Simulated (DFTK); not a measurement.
Fe under changes of volume

One of the cells (12.019 Å³/atom); the others are scaled copies at fixed shape and fractional positions:

```xyz
1
Lattice="-1.4430 1.4430 1.4430 1.4430 -1.4430 1.4430 1.4430 1.4430 -1.4430" Properties=species:S:1:pos:R:3 pbc="T T T"
Fe    0.0000    0.0000    0.0000
```

* Program: DFTK 0.8.2
* Functional: PBEsol
* Potentials or basis: dojo.nc.sr.pbesol.v0_4_1.standard.upf (PBEsol)
* Cutoff: 1225 eV
* k mesh: 13 × 13 × 13
* Occupations: fermi-dirac, width 0.05 eV
* Spin: collinear spin, ferromagnetic start
* Starting moments: [3.0] μB

```csv
volume (Å³/atom),energy over the lowest point (meV/atom),pressure (GPa),moment (μB per cell)
11.298,0.00,-8.4,2.18
11.538,14.98,-11.4,2.24
11.778,33.56,-13.7,2.31
12.019,?,?,?
12.259,79.68,-16.3,2.49
12.499,103.98,-17.2,2.57
12.740,130.35,-18.8,2.61
```

Q: What does the run at 12.019 Å³/atom give?

A: Energy over the lowest point 55.62 meV/atom; pressure -15.6 GPa; moment 2.38 μB per cell.

Worked out: A Birch-Murnaghan fit of order 3 (a polynomial in V^(-2/3)) to the other rows has no minimum within the range. It gives 55.55 meV/atom at 12.019 Å³/atom, against the run's 55.62, and -dE/dV = -15.3 GPa, against -15.6. A parabola through the other rows of the moment, of slope 0.317 μB per Å³/atom there, gives 2.40 μB, against the run's 2.38.

Energies are extrapolated to zero smearing.

Caveats: the minimum lies outside the volumes run.
